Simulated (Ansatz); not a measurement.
# Lattice vibrations of AlP at Γ at 1 GPa

All numbers below come from DFT LDA, scalar-relativistic, plane waves, PAW in Ansatz. Settings: 420 eV plane-wave cutoff, Γ-centred 10×10×10 mesh, fixed occupations. No spin polarisation. Phonons by linear response, acoustic sum rule imposed.

The cell, relaxed at 1 GPa:
```xyz
2
Lattice="0.0000 2.7072 2.7072 2.7072 0.0000 2.7072 2.7072 2.7072 0.0000" Properties=species:S:1:pos:R:3 pbc="T T T"
Al    0.0000    0.0000    0.0000
P     4.0607    4.0607    4.0607
```

**Question.** Is this structure stable against zone-centre distortions?

**Answer.** Yes, at Γ: no optical mode is imaginary. Strains and other wave vectors aren't tested by this run.

**Question.** List the optical modes at Γ without the LO field (i marks imaginary ones).

**Answer.**
| frequency (meV) | degeneracy | IR intensity of the level ((D/Å)²/amu) |
| --- | --- | --- |
| 55.3 | 3 | 23.46 |

Cost: 1 run of about 0.44 core-minutes, on Intel Xeon Platinum 8488C (Sapphire Rapids) (shared hosts).